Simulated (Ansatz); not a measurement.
# Al₃GaN₄: strain energy, fitted

Al₃GaN₄, P-43m, a = 4.407 Å. The structure is a Materials Project entry; whether it is the stable form wasn't checked. Ansatz: PBEsol, PAW, 420 eV, Γ-centred 6×6×6 mesh on 8 atoms, Gaussian smearing 0.02 eV; no spin polarisation. Series: biaxial strain in the a-b plane, c and atoms relaxed; x is the strain in per cent. y is the free energy over the unstrained cell, V0 = 10.699 Å³/atom.

```tsv
x (%)	y (meV/atom)
-3.0	?
-1.5	4.22
0.0	0.00
1.5	3.79
3.0	14.63
```

Problem. Fit y = c2 x² + c3 x³ to the other rows, turn c2 into a modulus, and predict the missing energy.

Solution. Least squares on the rows shown. y = 1.7872 x² − 0.054164 x³. In eV per unit strain² c2 is 17.87; M is the biaxial modulus (E = M V0 ε²): 17.87 × 160.2 / (10.699) = 268 GPa. The unstrained cell keeps some stress along the strain, worth a slope of -0.03 meV/atom per %, which the form leaves out. At x = -3.0 the fit asked for gives 17.55 meV/atom. The run gave 17.61 meV/atom, so the fit is 0.06 meV/atom too low, a small miss on the scale of the series. The form still works here, 33 % of the fitted range beyond its end.